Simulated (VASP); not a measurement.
Zn, 1 atom in the cell. The structure is cubic, space group Fm-3m (No. 225). The conventional cell has a = 3.930 Å, b = 3.930 Å, c = 3.930 Å, α = 90.00°, β = 90.00°, γ = 90.00°. Zn (site symmetry m-3m) has 12 Zn at 2.78 Å as nearest neighbours. This isn't the form of Zn at room conditions, which is hcp.

| Property | Result |
| --- | --- |
| Program | VASP 6.6.1 |
| Task | single point |
| Functional | HSEsol |
| Dispersion | D4 |
| Potentials or basis | VASP PAW PBE potentials, release 64 (Zn) |
| Cutoff | 520 eV |
| k mesh | 6 × 6 × 6 |
| Occupations | tetrahedron |
| Spin | no spin polarisation |
| Grid for exact exchange (PRECFOCK) | Fast |
| Further INCAR settings | ALGO = Normal; EDIFF = 1e-06; NBANDS = 18 |

Potentials or basis: VASP PAW PBE potentials, release 64 (Zn).

Run with:

```sh
$ cat potpaw_PBE.64/Zn/POTCAR > POTCAR
$ cp INCAR.step1 INCAR
$ mpirun -np 1 vasp_std > vasp.out
$ cp INCAR.step2 INCAR
$ mpirun -np 1 vasp_std > vasp.out
```

Hardware: 1 thread of Intel(R) Xeon(R) 6975P-C (Granite Rapids), on a shared host.

Task: How long does it take, and how much memory?

Result: It took 2.5 min on 1 thread of Intel(R) Xeon(R) 6975P-C (Granite Rapids), with other jobs on the host, peak memory 0.23 GiB. Counts: scf iterations 10, k points 16.
